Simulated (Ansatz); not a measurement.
# Li: one input, then a changed one

The structure comes from a relaxation in the same program, started in the hcp type. Whether it is a known phase or the ground state wasn't checked. The listed cell was then made from it by scaling, straining or moving an atom.

First run: DFT, PBE, all-electron LAPW, scalar-relativistic (Ansatz 0.2.0).

Command: `ansatz run input.yaml --threads 1 --pin off --max-ram 2048MiB --backend cpu --events-out ev --progress --plain --runs-dir out` The run took 2.1 s on 1 thread of AMD EPYC 9R14 (Zen 4) (shared host).

```yaml
crystal:
  lattice:
    - [3.1143269682, 0.0, 0.0]
    - [-1.5571634841, 2.6970862701, 0.0]
    - [0.0, 0.0, 5.0931714042]
  atoms:
    - { symbol: Li, position: [0.3333333333, 0.6666666667, 0.25] }
    - { symbol: Li, position: [0.6666666667, 0.3333333333, 0.75] }
kpoints:
  mp_grid: { grid: [16, 16, 9] }
scf:
  occupations: { method: fermi_dirac, width: 0.05 }
hamiltonian:
  xc: pbe
  pseudopotentials: { kind: all_electron, lapw: { basis_error: 0.00025 } }
output:
  forces: true
  stress: true
  eigenvalues: true
```

Result: converged; pressure -0.71 GPa; no gap on the k mesh; 4 SCF iterations.

The input is then changed:

```diff
@@ -12,5 +12,5 @@
   occupations: { method: fermi_dirac, width: 0.05 }
 hamiltonian:
-  xc: pbe
+  xc: revpbe
   pseudopotentials: { kind: all_electron, lapw: { basis_error: 0.00025 } }
 output:
@@ -18,3 +18,5 @@
   stress: true
   eigenvalues: true
+basis:
+  xc_grid: 2
```

(1) What does the second run give?

Results:

(1) It converged; pressure -0.17 GPa; no gap on the k mesh; 4 SCF iterations.
